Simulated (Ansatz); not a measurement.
SiO2: how the free axis answers a strain

SiO2, I-42d, a = 4.929 Å, c = 7.289 Å. This isn't the usual stable structure of the compound. Ansatz: LDA, PAW, 420 eV, Γ-centred 6×6×4 mesh on 12 atoms, Gaussian smearing 0.02 eV; no spin polarisation. Series: biaxial strain in the a-b plane, c and atoms relaxed; x is the strain in per cent. y is the change of c in per cent of 7.289 Å.

```tsv
x (%)	y (%)
-4.5	?
-3.0	1.00
-1.5	0.44
0.0	0.00
1.5	-0.53
3.0	-0.92
```

Q: Fit y = c1 x + c2 x² to the other rows, say what c1 measures, and predict the missing y.

A: Least squares on the rows shown. y = −0.3207 x + 0.003007 x². With no stress along c, c1 = −2C13/C33 = -0.321. At x = -4.5 the fit asked for gives 1.50 %. The run gave 1.62 %, so the fit is 0.12 % too low, 4.7 % of the span of the series, against an rms of 0.04 % on the fitted rows. The row lies outside the fitted range. With a term in x³ added, a fit to the same known rows predicts 1.48 %, further off still.